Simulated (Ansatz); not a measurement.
**LiF (Fm-3m): G0W0 and the choice of datasets**

```cif
data_structure
_symmetry_space_group_name_H-M 'P 1'
_symmetry_Int_Tables_number 1
_cell_length_a 2.8468
_cell_length_b 2.8468
_cell_length_c 2.8468
_cell_angle_alpha 60.000
_cell_angle_beta 60.000
_cell_angle_gamma 60.000
_cell_volume 16.31
loop_
_atom_site_label
_atom_site_type_symbol
_atom_site_fract_x
_atom_site_fract_y
_atom_site_fract_z
_atom_site_occupancy
Li1 Li 0.00000 0.00000 0.00000 1
F1 F 0.50000 0.50000 0.50000 1
```

Held fixed (Ansatz):

```yaml
orbitals: PBE
k_mesh: 4×4×4
empty_bands: 105
response_cutoff: 200 eV
frequencies: contour deformation
q_→_0_term: analytic weight of Carrier, Rohra and Görling
band_sums: cut at the band count
```

The gap is read direct at Γ, linearised, between the Kohn-Sham band edges among the points solved. The direct gap is read between the top filled and lowest empty Kohn-Sham band at Γ. ε∞ is the electronic dielectric constant on this mesh.

| datasets, wave cutoff | KS gap (eV) | G0W0 gap (eV) | direct at Γ (eV) | ε∞ |
| --- | --- | --- | --- | --- |
| all-electron, 3300 eV | 9.08 | 13.48 | 13.48 | 2.0 |
| hard PAW, 700 eV | 9.08 | 13.49 | 13.49 | 2.0 |
| hand-made PAW, accurate, 1300 eV | 9.08 | 13.50 | 13.50 | 2.0 |
| hand-made PAW, 1050 eV | 9.08 | ? | ? | ? |
| JTH PAW, 700 eV | 9.07 | 13.38 | 13.38 | 2.0 |
| soft PAW (1st gen.), 420 eV | 9.11 | 13.45 | 13.45 | 2.0 |
| norm-conserving, 1320 eV | 9.07 | 13.27 | 13.27 | 2.0 |
| all-electron, no relativity, 3300 eV | 9.12 | 13.53 | 13.53 | 2.0 |

(1) Fill in the row for hand-made PAW, 1050 eV.

## Answers

(1) G0W0 gap 13.49 eV, direct at Γ 13.49 eV, ε∞ 2.0.

The cell is a model at fixed atoms and needn't be the relaxed known crystal. Soft PAW datasets can miss an all-electron G0W0 gap by more than 5 %. With norm-conserving pseudopotentials the core–valence exchange is only approximate, which can shift gaps by tenths of an eV and RPA lattice constants by most of a per cent. The mesh is coarse, so these are values at the stated settings, not converged ones. Band sums or response are cut, so the gap isn't at its basis limit.
